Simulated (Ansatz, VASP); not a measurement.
**One calculation of HgTe, two programs**

```xyz
2
Lattice="0.0000 3.1800 3.1800 3.1800 0.0000 3.1800 3.1800 3.1800 0.0000" Properties=species:S:1:pos:R:3 pbc="T T T"
Hg    0.0000    0.0000    0.0000
Te    3.1800    3.1800    3.1800
```

Measurements of this composition are mostly on another form, of space group No. 216.

Alike in both runs: task relaxation of cell and atoms; functional PBE; k mesh 7 × 7 × 7; occupations fermi-dirac, width 0.05 eV; no spin polarisation.

|  | VASP | Ansatz |
| --- | --- | --- |
| version | VASP 6.6.1 | Ansatz 0.2.0 |
| potentials or method | VASP PAW PBE potentials, release 64 (Hg, Te) | Ansatz PAW |
| plane-wave cutoff (eV) | 600 | 420 |
| valence electrons in the cell | 18 | 36 |

```tsv
	VASP	Ansatz	Ansatz less VASP
gap on the k mesh at the Fermi level, each at its own relaxed structure (eV)	none	none	-
relaxed volume (Å³/atom)	29.00	28.91	-0.089
relaxed cell length with the largest relative difference (Å)	4.345	4.340	-0.0045
energy change over the relaxation (meV/atom)	-40	-42	-2.2
```

A gap of «none» marks a metal or a gap that the smearing closes. The two sets of potentials don't hold the same shells in valence.

Caveats: the plane-wave basis is chosen anew once the cell has moved, so the energies of steps on either side of that aren't comparable (Ansatz); the volume moved by -10 % from the deposited cell, more than functionals usually miss (Ansatz). Spin-orbit coupling is left out, which matters for the levels of Hg, Te.
